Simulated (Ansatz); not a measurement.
Runs of Ansatz 0.2.0 on Ge. Symmetry: Imma, No. 74, orthorhombic system. The conventional cell has a = 4.992 Å, b = 5.302 Å, c = 2.874 Å, α = 90.00°, β = 90.00°, γ = 90.00°. Ge (site symmetry mm2) is surrounded by 6 Ge at 2.68 to 2.87 Å. This isn't the form of Ge at room conditions, which is diamond.

```csv
task,level,k mesh,cutoff (eV),points for each segment of the path,mesh quality,gap on the mesh (eV),pressure (GPa),V0 of scaled cells (Å³/atom),B0 (GPa),largest force (eV/Å)
equation of state,HSE06,6 × 6 × 6,420,-,coarse,-,-,18.81,76,-
band structure,PBEsol,11 × 11 × 11,420,14,not flagged,none,-2.5,-,-,(a)
equation of state,PBEsol,11 × 11 × 11,420,-,not flagged,-,-,18.38,79,-
band structure,r2SCAN,11 × 11 × 11,500,14,not flagged,none,-1.3,-,-,0.09
band structure,BLYP,11 × 11 × 11,420,14,not flagged,none,(b),-,-,0.08
```

Alike in all rows: potentials or basis Ansatz PAW; no spin polarisation; cell as given; smearing fermi-dirac 0.05 eV.

Q: Estimate the missing entries.

A: (a) 0.06; (b) 7.4.

Caveats: some runs use coarse meshes; the PAW data sets come from PBE, with cores solved anew for the run's functional, which leaves a small shift of forces and pressure; the cell was scaled at fixed shape and fractional positions, which overstates the stiffness of a crystal with free parameters, most of all of layers and chains (some runs); the potentials were made for another functional, which shifts forces and pressure (some runs).

A k mesh can miss the band edges, and the runs leave out spin-orbit coupling on Ge.

A gap of «none» marks a metal or a gap under the smearing width.

Not every run made on this cell is shown here.
